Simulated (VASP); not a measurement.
H:

```
CELL_PARAMETERS angstrom
2.64964 0.00000 0.00000
0.00000 2.64964 0.00000
0.00000 0.00000 0.98049
ATOMIC_POSITIONS crystal
H 0.00000 0.00000 0.50000
```

- Program: VASP 6.6.1
- Task: relaxation of cell and atoms
- Functional: PBE
- Potentials or basis: VASP PAW PBE potentials, release 64 (H)
- Cutoff: 900 eV
- k mesh: 10 × 10 × 26
- Occupations: fermi-dirac, width 0.05 eV
- Spin: no spin polarisation

At the start: pressure 1.8 GPa; volume 6.88 Å³/atom.

**Question.** Where does the relaxation end?

**Answer.** Over 8 steps the energy falls by 19.1 meV/atom and the volume is 11.15 Å³/atom (+61.9 %); space group P4/mmm (No. 123, to 0.05 Å).

The path:
```tsv
step	energy change (eV)	largest force (eV/Å)	pressure (GPa)	volume (Å³)
1	0.0000	0.0000	1.82	6.88
2	-0.0012	0.0000	1.69	6.96
3	-0.0044	0.0000	1.34	7.20
4	-0.0094	0.0000	0.76	7.69
5	-0.0152	0.0000	-0.06	8.71
6	-0.0175	0.0000	-0.98	10.97
7	-0.0189	0.0000	0.31	11.21
8	-0.0191	0.0000	-0.03	11.15
```

Final structure:
```
H
1.0
     3.36265    0.00000    0.00000
     0.00000    3.36265    0.00000
     0.00000    0.00000    0.98589
H
1
Direct
  0.00000 0.00000 0.50000
```

Caveat: the volume moved by over 15 % at a fixed basis, so the end points are rough.
